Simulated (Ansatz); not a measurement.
**Structure search: one C candidate**

Theory: DFT PBE, scalar-relativistic, plane waves, PAW in Ansatz. Cutoff 420 eV, Gaussian smearing, Γ-centred meshes. Cell and atoms relax first on a coarse mesh and then on a finer one. In between, the cell is made exact in the group found at 0.06 Å. In metals the finer mesh still leaves noise of several meV/atom or more. The steps can't lower the symmetry of their start. No spin polarisation.

The guess for C was made by a generator: one element on all sites of the Mg3Ir type (P6_3/mmc, No. 194). Lengths were set from tabulated atomic sizes, so they are only a guess.

```cif
data_structure
_symmetry_space_group_name_H-M 'P 1'
_symmetry_Int_Tables_number 1
_cell_length_a 3.0711
_cell_length_b 3.0711
_cell_length_c 5.5556
_cell_angle_alpha 90.000
_cell_angle_beta 90.000
_cell_angle_gamma 120.000
_cell_volume 45.38
loop_
_atom_site_label
_atom_site_type_symbol
_atom_site_fract_x
_atom_site_fract_y
_atom_site_fract_z
_atom_site_occupancy
C1 C 0.33333 0.66667 0.58300 1
C2 C 0.66667 0.33333 0.08300 1
C3 C 0.33333 0.66667 0.91700 1
C4 C 0.66667 0.33333 0.41700 1
C5 C 0.00000 0.00000 0.25000 1
C6 C 0.00000 0.00000 0.75000 1
C7 C 0.33333 0.66667 0.25000 1
C8 C 0.66667 0.33333 0.75000 1
```

Energies count from the standard state of C at the same level.

Q: Where does the relaxation end?

A: The symmetry stays P6_3/mmc (No. 194). The volume per atom grows by 96.8 %, from 5.7 to 11.2 Å³. The shortest distance goes from 1.77 Å (C–C) to 1.42 Å (C–C). The ratio c/a of the conventional cell changes by a factor of 3.80. The energy falls by about 4.5 eV/atom (the start's value is from the coarse mesh). Conventional cell: a = 2.467 Å, c = 16.951 Å. C on a site of symmetry 3m has 3 C at 1.42 Å; around C on a site of symmetry -6m2 lie 3 C at 1.42 Å; around C on a second site of symmetry -6m2 lie 3 C at 1.42 Å.

```xyz
8
Lattice="2.4665 0.0000 0.0000 -1.2333 2.1361 0.0000 0.0000 0.0000 16.9506" Properties=species:S:1:pos:R:3 pbc="T T T"
C     0.0000    1.4241    8.4753
C     1.2333    0.7120   16.9506
C     0.0000    1.4241    0.0000
C     1.2333    0.7120    8.4754
C     0.0000    0.0000    4.2377
C     0.0000    0.0000   12.7130
C     0.0000    1.4241    4.2377
C     1.2333    0.7120   12.7130
```

Q: Give its energy and gap.

A:

| Item | Value |
| --- | --- |
| Energy over the standard state | 0.00 eV/atom |
| Gap on the 18×18×4 mesh of the 8-atom cell | 0 eV (the bands meet within 0.015 eV) |

It is level with the standard state within the noise.

The last run used Gaussian smearing of 0.10 eV. No dispersion correction is applied, so the spacing and binding between layers, chains or molecules are poorly described. The zero gap may come from the functional, which often closes small gaps, or the cell may be a true semimetal. The reference form of C is held partly by dispersion forces, which this level lacks. A structure relaxed within its symmetry needn't be a true minimum.
